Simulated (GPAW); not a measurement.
# SiO2 (P4_2/mnm) in GPAW: a series of runs, part 4 of 4

GPAW 26.7.0. The steps go on from the part before.

### 6 Relaxation of cell and atoms, PBEsol, target pressure 20 GPa, at which the enthalpy is minimised

run.py

```python
from ase import Atoms
from ase.filters import FrechetCellFilter
from ase.io import write
from ase.optimize import BFGS
from ase.units import GPa
from gpaw import GPAW, PW, setup_paths

setup_paths.insert(0, '.')

atoms = Atoms(['Si', 'Si', 'O', 'O', 'O', 'O'],
              cell=[[4.233169, 0.0, 0.0],
                    [0.0, 4.233169, 0.0],
                    [0.0, 0.0, 2.693495]],
              scaled_positions=[[0.0, 0.0, 0.0],
                                [0.5, 0.5, 0.5],
                                [0.806839, 0.193161, 0.5],
                                [0.306839, 0.306839, 0.0],
                                [0.193161, 0.806839, 0.5],
                                [0.693161, 0.693161, 0.0]],
              pbc=True)

calc = GPAW(mode=PW(800),
            xc='PBEsol',
            kpts={'size': (4, 4, 7), 'gamma': True},
            occupations={'name': 'fermi-dirac', 'width': 0.05},
            nbands=30,
            convergence={'density': 1e-05, 'forces': 0.0001},
            maxiter=150,
            txt='gpaw.txt')
atoms.calc = calc
opt = BFGS(FrechetCellFilter(atoms, scalar_pressure=20 * GPa), trajectory='relax.traj', logfile='-')
done = opt.run(fmax=0.02, steps=60)
calc.write('gs.gpw')
write('result.traj', atoms)
print('Converged:', done)
print('Cell:', atoms.cell.cellpar().round(4))
print('Volume:', round(atoms.get_volume(), 4))
print(atoms.get_scaled_positions().round(5))
```

Potentials or basis: PAW data sets generated in the run's folder for this functional, pw.

Started as:

```sh
$ gpaw-setup -f PBEsol O Si
$ OMP_NUM_THREADS=1 python run.py
```

gpaw.txt:

```text
__  _  _
 | _ |_)|_||  |
 |__||  | ||/\| - 26.7.0

Input parameters:
  mode=PW(ecut=800.0),
  convergence={'density': 1e-05, 'forces': 0.0001},
  kpts=MonkhorstPack(size=(4, 4, 7), gamma=True),
  maxiter=150,
  nbands=30,
  occupations=Occupations(name='fermi-dirac', width=0.05),
  xc=XC(name='PBEsol')

Diagonalizing LCAO Hamiltonian
Converting LCAO to pw mode
    .---------.
   /|         |
  / |O        |
 *  .--Si-----.
 | /      O  /
 |/  O      /
 Si--------*

Atoms  # Å, Bohr magnetons
|   | symbol |        x |        y |        z |    initial magnetic moments |
|---|--------|----------|----------|----------|-----------------------------|
| 0 |     Si | 0.000000 | 0.000000 | 0.000000 | ( 0.0000,  0.0000,  0.0000) |
| 1 |     Si | 2.116585 | 2.116585 | 1.346747 | ( 0.0000,  0.0000,  0.0000) |
| 2 |      O | 3.415486 | 0.817683 | 1.346747 | ( 0.0000,  0.0000,  0.0000) |
| 3 |      O | 1.298901 | 1.298901 | 0.000000 | ( 0.0000,  0.0000,  0.0000) |
| 4 |      O | 0.817683 | 3.415486 | 1.346747 | ( 0.0000,  0.0000,  0.0000) |
| 5 |      O | 2.934268 | 2.934268 | 0.000000 | ( 0.0000,  0.0000,  0.0000) |

Unit cell  # Å
| periodic |        x |        y |        z |  lengths |    angles |
|----------|----------|----------|----------|----------|-----------|
|      yes | 4.233169 | 0.000000 | 0.000000 | 4.233169 | 90.000000 |
|      yes | 0.000000 | 4.233169 | 0.000000 | 4.233169 | 90.000000 |
|      yes | 0.000000 | 0.000000 | 2.693495 | 2.693495 | 90.000000 |

Number of symmetries: 8
Symmetry operations  # r_c * U_cc + t_c -> r_c
|   | kind |            matrix            |
|---|------|------------------------------|
| 0 |  E   |  1, 0, 0,  0, 1, 0,  0, 0, 1 |
| 1 |  σ   |  1, 0, 0,  0, 1, 0,  0, 0,-1 |
| 2 |  σ   |  0, 1, 0,  1, 0, 0,  0, 0, 1 |
| 3 |  C2  |  0, 1, 0,  1, 0, 0,  0, 0,-1 |
| 4 |  σ   |  0,-1, 0, -1, 0, 0,  0, 0, 1 |
| 5 |  C2  |  0,-1, 0, -1, 0, 0,  0, 0,-1 |
| 6 |  C2  | -1, 0, 0,  0,-1, 0,  0, 0, 1 |
| 7 |  i   | -1, 0, 0,  0,-1, 0,  0, 0,-1 |
[... 191 lines left out ...]
Gap: 5.016 eV
Transition (v -> c):
  (s=0, k=0, n=15, [0.00, 0.00, 0.00]) -> (s=0, k=0, n=16, [0.00, 0.00, 0.00])
No difference between direct/indirect transitions

Stress tensor  # eV/Ang^3
|        x |        y |        z |
|----------|----------|----------|
| 0.019489 | 0.000000 | 0.000000 |
| 0.000000 | 0.019489 | 0.000000 |
| 0.000000 | 0.000000 | 0.013720 |

Forces  # eV/Ang
|        x |        y |       z |
|----------|----------|---------|
|  0.00000 |  0.00000 | 0.00000 |  # Si   0
|  0.00000 | -0.00000 | 0.00000 |  # Si   1
| -0.04221 |  0.04221 | 0.00000 |  # O    2
| -0.04221 | -0.04221 | 0.00000 |  # O    3
|  0.04221 | -0.04221 | 0.00000 |  # O    4
|  0.04221 |  0.04221 | 0.00000 |  # O    5

Interpolating wave functions to new cell

           O
              Si
                O
           O
       Si

Atoms  # Å, Bohr magnetons
|   | symbol |        x |         y |        z |    initial magnetic moments |
|---|--------|----------|-----------|----------|-----------------------------|
| 0 |     Si | 0.000000 | -0.000000 | 0.000000 | ( 0.0000,  0.0000,  0.0000) |
| 1 |     Si | 2.110742 |  2.110742 | 1.343178 | ( 0.0000,  0.0000,  0.0000) |
| 2 |      O | 3.405456 |  0.816027 | 1.343178 | ( 0.0000,  0.0000,  0.0000) |
| 3 |      O | 1.294715 |  1.294715 | 0.000000 | ( 0.0000,  0.0000,  0.0000) |
| 4 |      O | 0.816027 |  3.405456 | 1.343178 | ( 0.0000,  0.0000,  0.0000) |
| 5 |      O | 2.926769 |  2.926769 | 0.000000 | ( 0.0000,  0.0000,  0.0000) |

Unit cell  # Å
| periodic |         x |         y |        z |  lengths |    angles |
|----------|-----------|-----------|----------|----------|-----------|
|      yes |  4.221484 | -0.000000 | 0.000000 | 4.221484 | 90.000000 |
|      yes | -0.000000 |  4.221484 | 0.000000 | 4.221484 | 90.000000 |
|      yes |  0.000000 |  0.000000 | 2.686357 | 2.686357 | 90.000000 |

Number of symmetries: 8
Symmetry operations  # r_c * U_cc + t_c -> r_c
|   | kind |            matrix            |
|---|------|------------------------------|
| 0 |  E   |  1, 0, 0,  0, 1, 0,  0, 0, 1 |
| 1 |  σ   |  1, 0, 0,  0, 1, 0,  0, 0,-1 |
| 2 |  σ   |  0, 1, 0,  1, 0, 0,  0, 0, 1 |
| 3 |  C2  |  0, 1, 0,  1, 0, 0,  0, 0,-1 |
| 4 |  σ   |  0,-1, 0, -1, 0, 0,  0, 0, 1 |
| 5 |  C2  |  0,-1, 0, -1, 0, 0,  0, 0,-1 |
| 6 |  C2  | -1, 0, 0,  0,-1, 0,  0, 0, 1 |
| 7 |  i   | -1, 0, 0,  0,-1, 0,  0, 0,-1 |
[... 188 lines left out ...]
Gap: 5.152 eV
Transition (v -> c):
  (s=0, k=0, n=15, [0.00, 0.00, 0.00]) -> (s=0, k=0, n=16, [0.00, 0.00, 0.00])
No difference between direct/indirect transitions

Stress tensor  # eV/Ang^3
|        x |        y |         z |
|----------|----------|-----------|
| 0.005639 | 0.000000 |  0.000000 |
| 0.000000 | 0.005639 |  0.000000 |
| 0.000000 | 0.000000 | -0.004453 |

Forces  # eV/Ang
|        x |        y |       z |
|----------|----------|---------|
|  0.00000 |  0.00000 | 0.00000 |  # Si   0
|  0.00000 |  0.00000 | 0.00000 |  # Si   1
| -0.06499 |  0.06499 | 0.00000 |  # O    2
| -0.06498 | -0.06498 | 0.00000 |  # O    3
|  0.06499 | -0.06499 | 0.00000 |  # O    4
|  0.06498 |  0.06498 | 0.00000 |  # O    5

Interpolating wave functions to new cell

           O Si
                O
                O
       Si  O

Atoms  # Å, Bohr magnetons
|   | symbol |        x |         y |         z |    initial magnetic moments |
|---|--------|----------|-----------|-----------|-----------------------------|
| 0 |     Si | 0.000000 | -0.000000 | -0.000000 | ( 0.0000,  0.0000,  0.0000) |
| 1 |     Si | 2.063737 |  2.063737 |  1.315537 | ( 0.0000,  0.0000,  0.0000) |
| 2 |      O | 3.321475 |  0.805998 |  1.315537 | ( 0.0000,  0.0000,  0.0000) |
| 3 |      O | 1.257739 |  1.257739 | -0.000000 | ( 0.0000,  0.0000,  0.0000) |
| 4 |      O | 0.805998 |  3.321475 |  1.315537 | ( 0.0000,  0.0000,  0.0000) |
| 5 |      O | 2.869734 |  2.869734 | -0.000000 | ( 0.0000,  0.0000,  0.0000) |

Unit cell  # Å
| periodic |         x |         y |         z |  lengths |    angles |
|----------|-----------|-----------|-----------|----------|-----------|
|      yes |  4.127473 | -0.000000 | -0.000000 | 4.127473 | 90.000000 |
|      yes | -0.000000 |  4.127473 | -0.000000 | 4.127473 | 90.000000 |
|      yes |  0.000000 | -0.000000 |  2.631074 | 2.631074 | 90.000000 |

Number of symmetries: 8
Symmetry operations  # r_c * U_cc + t_c -> r_c
|   | kind |            matrix            |
|---|------|------------------------------|
| 0 |  E   |  1, 0, 0,  0, 1, 0,  0, 0, 1 |
| 1 |  σ   |  1, 0, 0,  0, 1, 0,  0, 0,-1 |
| 2 |  σ   |  0, 1, 0,  1, 0, 0,  0, 0, 1 |
| 3 |  C2  |  0, 1, 0,  1, 0, 0,  0, 0,-1 |
| 4 |  σ   |  0,-1, 0, -1, 0, 0,  0, 0, 1 |
| 5 |  C2  |  0,-1, 0, -1, 0, 0,  0, 0,-1 |
| 6 |  C2  | -1, 0, 0,  0,-1, 0,  0, 0, 1 |
| 7 |  i   | -1, 0, 0,  0,-1, 0,  0, 0,-1 |
[... 133 lines left out ...]
SCF iterations
|iter     | |      energy | eigst |  dens |force |
|---------|-|-------------|-------|-------|------|
|iter:   1| |  -50.148499 | -0.23 |       |      |
|iter:   2| |  -49.973886 | -3.25 | -1.22 |      |
|iter:   3| |  -49.309100 | -1.59 | -1.27 |      |
|iter:   4| |  -49.304972 | -3.51 | -2.09 |      |
|iter:   5| |  -49.306079c| -4.47 | -2.54 |      |
|iter:   6| |  -49.306349c| -5.67 | -3.07 |      |
|iter:   7| |  -49.306351c| -7.57c| -4.09 |      |
|iter:   8| |  -49.306351c| -7.58c| -4.56 |      |
|iter:   9| |  -49.306351c| -8.64c| -5.62c|      |
|iter:  10| |  -49.306351c| -9.55c| -6.18c|-4.14c|

Converged in 10 steps
Energy contributions relative to reference atoms: (reference = -23879.261166)

Energy contributions:
  Kinetic:          65.039516
  Coulomb:         -54.660964
  Zero:              0.803972
  External:          0.000000
  Xc:              -60.488876
  Entropy:          -0.000000
  Spinorbit:         0.000000
  ----------------------------
  Free energy:     -49.306351
  Extrapolated:    -49.306351
[... 1695 lines left out ...]
SCF iterations
|iter     | |      energy | eigst |  dens |force |
|---------|-|-------------|-------|-------|------|
|iter:   1| |  -49.333469 | -3.22 |       |      |
|iter:   2| |  -49.333337 | -6.29 | -2.65 |      |
|iter:   3| |  -49.332697c| -4.51 | -2.68 |      |
|iter:   4| |  -49.332729c| -6.21 | -3.40 |      |
|iter:   5| |  -49.332737c| -8.01c| -3.86 |      |
|iter:   6| |  -49.332737c| -8.24c| -5.02c|      |
|iter:   7| |  -49.332737c| -9.12c| -5.46c|-3.89 |
|iter:   8| |  -49.332737c| -9.95c| -5.90c|-4.18c|

Converged in 8 steps
Energy contributions relative to reference atoms: (reference = -23879.261166)

Energy contributions:
  Kinetic:          62.967609
  Coulomb:         -53.021406
  Zero:              0.806924
  External:          0.000000
  Xc:              -60.085863
  Entropy:           0.000000
  Spinorbit:         0.000000
  ----------------------------
  Free energy:     -49.332737
  Extrapolated:    -49.332737
[... 40 lines left out ...]
Forces  # eV/Ang
|        x |        y |       z |
|----------|----------|---------|
|  0.00000 |  0.00000 | 0.00000 |  # Si   0
|  0.00000 |  0.00000 | 0.00000 |  # Si   1
|  0.00230 | -0.00230 | 0.00000 |  # O    2
|  0.00230 |  0.00230 | 0.00000 |  # O    3
| -0.00230 |  0.00230 | 0.00000 |  # O    4
| -0.00230 | -0.00230 | 0.00000 |  # O    5

# Writing to gs.gpw (mode='')
```

Wall time 4.7 min (1 thread of Intel Xeon 6975P-C (Granite Rapids), shared host); peak memory 0.28 GiB.

What came out:

| Quantity | Value |
| --- | --- |
| Free energy | -49.3327 eV |
| Relaxed volume | 7.49 Å³/atom |
| Relaxed cell | a = 4.112 Å, b = 4.112 Å, c = 2.658 Å, α = 90.00°, β = 90.00°, γ = 90.00° |
| Space group after relaxing (to 0.05 Å) | P4_2/mnm (No. 136) |
| Energy change on relaxing (the enthalpy is what falls) | +27.0 meV/atom |
| Ionic steps | 10 |
| Pressure after relaxing | 20.0 GPa |
| Largest force after relaxing | 0.003 eV/Å |
| Band gap on the k mesh | 6.12 eV, direct |

Forces in eV/Å, atoms in the order of the input:
```
Si   0.000  0.000  0.000
Si   0.000  0.000  0.000
O    0.002 -0.002  0.000
O    0.002  0.002  0.000
O   -0.002  0.002  0.000
O   -0.002 -0.002  0.000
```

Step by step:
```
step  energy change (eV)  largest force (eV/Å)  pressure (GPa)  volume (Å³)
   1              0.0000                0.0597           -2.81        48.27
   2             -0.0036                0.0919           -0.36        47.87
   3              0.1882                0.1634           22.15        44.82
   4              0.1608                0.0827           20.24        45.02
   5              0.1524                0.0100           19.49        45.07
   6              0.1519                0.1004           19.24        45.06
   7              0.1559                0.1402           19.38        45.01
   8              0.1610                0.1062           19.75        44.95
   9              0.1625                0.0348           19.97        44.94
  10              0.1619                0.0033           20.01        44.94
```

Final structure:
```
CELL_PARAMETERS angstrom
4.11181 0.00000 0.00000
0.00000 4.11181 0.00000
0.00000 0.00000 2.65811
ATOMIC_POSITIONS crystal
Si 0.00000 0.00000 0.00000
Si 0.50000 0.50000 0.50000
O 0.80389 0.19611 0.50000
O 0.30390 0.30390 0.00000
O 0.19611 0.80389 0.50000
O 0.69610 0.69610 0.00000
```

Caveat: later steps reuse the first step's grids. A hybrid or GW would open this gap; PBEsol tends to underestimate it.

### 7 Overview

```csv
cell,target pressure,gap on the mesh (eV),pressure (GPa),largest force (eV/Å)
relaxed,-,5.17,0.1,0.01
relaxed to 2 GPa,2 GPa,5.27,2.1,0.02
relaxed to 5 GPa,5 GPa,5.42,5.0,0.01
relaxed to 10 GPa,10 GPa,5.66,10.0,0.01
relaxed to 20 GPa,20 GPa,6.12,20.0,-
```

Alike in all rows: task relaxation of cell and atoms; level PBEsol; potentials or basis PAW data sets generated in the run's folder for this functional, pw; no spin polarisation; k mesh 4 × 4 × 7; cutoff (eV) 800; smearing fermi-dirac 0.05 eV.

Caveats: later steps reuse the first step's grids.

Absolute energies hang on the potentials; compare differences alone.
